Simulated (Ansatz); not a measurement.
# Ta2N (P-3m1) in Ansatz: a series of runs, part 2 of 2

Ansatz 0.2.0. The steps go on from the part before.

## 4. Relaxation of cell and atoms, PBEsol, target pressure 5 GPa, at which the enthalpy is minimised

input.yaml

```yaml
crystal:
  lattice:
    - [3.112861506, 0.0, 0.0]
    - [-1.556430753, 2.6958171426, 0.0]
    - [0.0, 0.0, 4.869841]
  atoms:
    - { symbol: Ta, position: [0.3333333333, 0.6666666667, 0.254711] }
    - { symbol: Ta, position: [0.6666666667, 0.3333333333, 0.745289] }
    - { symbol: "N", position: [0.0, 0.0, 0.0] }
hamiltonian:
  xc: pbesol
  pseudopotentials: { kind: paw }
kpoints:
  mp_grid: { grid: [10, 10, 6] }
scf:
  occupations: { method: fermi_dirac, width: 0.05 }
output:
  forces: true
  stress: true
  eigenvalues: true
  write_density: true
  write_potential: true
  elf: true
  volumetric_format: npy
relax:
  f_tol: 0.01
  max_steps: 40
  cell: { stress_tol: 0.05, p_target: 5.0 }
```

Command:

```bash
ansatz run input.yaml --threads 2 --pin off --max-ram 5632MiB --backend cpu --events-out ev --progress --plain --runs-dir out
```

Run time: 33 s. Hardware: 2 threads of Intel Xeon at 2.50GHz (Skylake/Cascade Lake), shared host; peak memory 0.4 GiB.

The run converged. Its results:

```
Free energy                                            : -19994.2795 eV
Relaxed volume                                         : 12.97 Å³/atom
Relaxed cell                                           : a = 3.056 Å, b = 3.056 Å, c = 4.813 Å, α = 90.00°, β = 90.00°, γ = 120.00°
Space group after relaxing (to 0.05 Å)                 : P-3m1 (No. 164)
Energy change on relaxing (the enthalpy is what falls) : -9.5 meV/atom
Ionic steps                                            : 8
Pressure after relaxing                                : 5.0 GPa
Band gap on the k mesh                                 : none (metal or under the smearing width)
```

The path:
```
step  energy change (eV)  largest force (eV/Å)  volume (Å³)
   1              0.0000                0.2973        40.87
   2             -0.0383                0.1897        39.35
   3             -0.0303                0.0774        38.90
   4             -0.0314                0.0353        38.93
   5             -0.0318                0.0023        38.94
   6             -0.0291                0.0029        38.94
   7             -0.0286                0.0001        38.92
   8             -0.0286                0.0002        38.92
```

Final structure:
```
Ta N
1.0
     3.05586    0.00000    0.00000
    -1.52793    2.64646    0.00000
     0.00000    0.00000    4.81310
Ta N
2 1
Direct
  0.33333 0.66667 0.25507
  0.66667 0.33333 0.74493
  0.00000 0.00000 0.00000
```

Levels at points of the mesh, in eV from the Fermi level:
```tsv
k point	band 14	band 15	band 16	band 17	band 18	band 19
(0.00, 0.00, 0.00)	-0.78	-0.26	-0.26	0.29	0.34	0.34
(0.00, 0.00, -0.50)	-2.66	-1.17	-1.17	1.86	2.21	2.44
(0.00, -0.50, 0.00)	-2.64	-1.30	1.80	2.08	4.01	4.28
(0.00, -0.50, -0.50)	-2.14	-2.10	-0.31	0.79	3.58	3.82
```

Caveat: the plane-wave basis is chosen anew once the cell has moved, so the energies of steps on either side of that aren't comparable; the pressure holds a Pulay correction of +0.3 GPa for the finite cutoff; the PAW data sets come from PBE, with cores solved anew for the run's functional, which leaves a small shift of forces and pressure.

## 5. Relaxation of cell and atoms, PBEsol, target pressure 10 GPa, at which the enthalpy is minimised

input.yaml: that of step 4 with these lines changed.

```diff
@@ -20,6 +20,2 @@
   eigenvalues: true
-  write_density: true
-  write_potential: true
-  elf: true
-  volumetric_format: npy
 relax:
@@ -27,2 +23,2 @@
   max_steps: 40
-  cell: { stress_tol: 0.05, p_target: 5.0 }
+  cell: { stress_tol: 0.05, p_target: 10.0 }
```

Command:

```bash
ansatz run input.yaml --threads 2 --pin off --max-ram 5632MiB --backend cpu --events-out ev --progress --plain --runs-dir out
```

Run time: 32 s. Hardware: 2 threads of Intel Xeon at 2.50GHz (Skylake/Cascade Lake), shared host; peak memory 0.4 GiB.

Results (log left out):

```
Free energy                                            : -19994.2514 eV
Relaxed volume                                         : 12.77 Å³/atom
Relaxed cell                                           : a = 3.038 Å, b = 3.038 Å, c = 4.794 Å, α = 90.00°, β = 90.00°, γ = 120.00°
Space group after relaxing (to 0.05 Å)                 : P-3m1 (No. 164)
Energy change on relaxing (the enthalpy is what falls) : -0.2 meV/atom
Ionic steps                                            : 8
Pressure after relaxing                                : 10.0 GPa
Band gap on the k mesh                                 : none (metal or under the smearing width)
```

Step by step:
```tsv
step	energy change (eV)	largest force (eV/Å)	volume (Å³)
1	0.0000	0.2973	40.87
2	-0.0255	0.1949	38.79
3	-0.0017	0.0797	38.29
4	-0.0044	0.0341	38.33
5	-0.0051	0.0010	38.34
6	-0.0016	0.0014	38.34
7	-0.0005	0.0006	38.32
8	-0.0005	0.0002	38.32
```

Final structure:
```
Ta N
1.0
     3.03800    0.00000    0.00000
    -1.51900    2.63099    0.00000
     0.00000    0.00000    4.79440
Ta N
2 1
Direct
  0.33333 0.66667 0.25593
  0.66667 0.33333 0.74407
  0.00000 0.00000 0.00000
```

Levels at points of the mesh, in eV from the Fermi level:
| k point | band 14 | band 15 | band 16 | band 17 | band 18 | band 19 |
| --- | --- | --- | --- | --- | --- | --- |
| (0.00, 0.00, 0.00) | -0.81 | -0.26 | -0.26 | 0.27 | 0.36 | 0.36 |
| (0.00, 0.00, -0.50) | -2.66 | -1.18 | -1.18 | 1.88 | 2.33 | 2.50 |
| (0.00, -0.50, 0.00) | -2.66 | -1.28 | 1.79 | 2.14 | 4.14 | 4.38 |
| (0.00, -0.50, -0.50) | -2.15 | -2.09 | -0.37 | 0.78 | 3.70 | 3.94 |

Caveat: the plane-wave basis is chosen anew once the cell has moved, so the energies of steps on either side of that aren't comparable; the pressure holds a Pulay correction of +0.3 GPa for the finite cutoff; the PAW data sets come from PBE, with cores solved anew for the run's functional, which leaves a small shift of forces and pressure. The run has no spin-orbit coupling, so splittings on Ta are missing.

## 6. Relaxation of cell and atoms, PBEsol, target pressure 20 GPa, at which the enthalpy is minimised

input.yaml: that of step 5 with these lines changed.

```diff
@@ -23,2 +23,2 @@
   max_steps: 40
-  cell: { stress_tol: 0.05, p_target: 10.0 }
+  cell: { stress_tol: 0.05, p_target: 20.0 }
```

Potentials or basis: Ansatz PAW.

Command:

```bash
ansatz run input.yaml --threads 2 --pin off --max-ram 5632MiB --backend cpu --events-out ev --progress --plain --runs-dir out
```

Wall time 32 s (2 threads of Intel Xeon at 2.50GHz (Skylake/Cascade Lake), shared host); peak memory 0.39 GiB.

It converged, with:

| Property | Result |
| --- | --- |
| Free energy | -19994.1520 eV |
| Relaxed volume | 12.42 Å³/atom |
| Relaxed cell | a = 3.007 Å, b = 3.007 Å, c = 4.758 Å, α = 90.00°, β = 90.00°, γ = 120.00° |
| Space group after relaxing (to 0.05 Å) | P-3m1 (No. 164) |
| Energy change on relaxing (the enthalpy is what falls) | +33.0 meV/atom |
| Ionic steps | 9 |
| Pressure after relaxing | 20.0 GPa |
| Band gap on the k mesh | none (metal or under the smearing width) |

The path:
```csv
step,energy change (eV),largest force (eV/Å),volume (Å³)
1,0.0000,0.2973,40.87
2,0.5524,2.0142,35.33
3,0.0500,0.0711,37.65
4,0.1064,0.1083,37.16
5,0.0913,0.0034,37.28
6,0.0919,0.0042,37.27
7,0.0962,0.0041,37.27
8,0.0989,0.0005,37.25
9,0.0989,0.0001,37.25
```

Final structure:
```
Ta N
1.0
     3.00665    0.00000    0.00000
    -1.50332    2.60383    0.00000
     0.00000    0.00000    4.75816
Ta N
2 1
Direct
  0.33333 0.66667 0.25723
  0.66667 0.33333 0.74277
  0.00000 0.00000 0.00000
```

Levels at points of the mesh, in eV from the Fermi level:
| k point | band 12 | band 13 | band 14 | band 15 | band 16 | band 17 | band 18 | band 19 | band 20 |
| --- | --- | --- | --- | --- | --- | --- | --- | --- | --- |
| (0.00, 0.00, 0.00) | -6.36 | -4.91 | -0.87 | -0.27 | -0.27 | 0.22 | 0.41 | 0.41 | 1.21 |
| (0.00, 0.00, -0.50) | -6.57 | -3.28 | -2.63 | -1.22 | -1.22 | 1.93 | 2.54 | 2.63 | 2.63 |
| (0.00, -0.50, 0.00) | -6.74 | -5.08 | -2.69 | -1.23 | 1.78 | 2.25 | 4.36 | 4.57 | 4.80 |
| (0.00, -0.50, -0.50) | -6.40 | -3.61 | -2.15 | -2.08 | -0.46 | 0.78 | 3.90 | 4.16 | 4.64 |

Caveat: the plane-wave basis is chosen anew once the cell has moved, so the energies of steps on either side of that aren't comparable; the pressure holds a Pulay correction of +0.3 GPa for the finite cutoff; the PAW data sets come from PBE, with cores solved anew for the run's functional, which leaves a small shift of forces and pressure. The run has no spin-orbit coupling, so splittings on Ta are missing.

## 7. Summary

```tsv
cell	target pressure (GPa)	gap on the mesh (eV)	pressure (GPa)
relaxed	0	none	0.0
relaxed to 2 GPa	2	none	2.0
relaxed to 5 GPa	5	none	5.0
relaxed to 10 GPa	10	none	10.0
relaxed to 20 GPa	20	none	20.0
```

Alike in all rows: task relaxation of cell and atoms; level PBEsol; potentials or basis Ansatz PAW; no spin polarisation; k mesh 10 × 10 × 6; cutoff (eV) 420; smearing fermi-dirac 0.05 eV.

Caveats: the plane-wave basis is chosen anew once the cell has moved, so the energies of steps on either side of that aren't comparable; the PAW data sets come from PBE, with cores solved anew for the run's functional, which leaves a small shift of forces and pressure.

Total energies depend on the potentials used, so only differences within one code and one set of settings carry meaning.
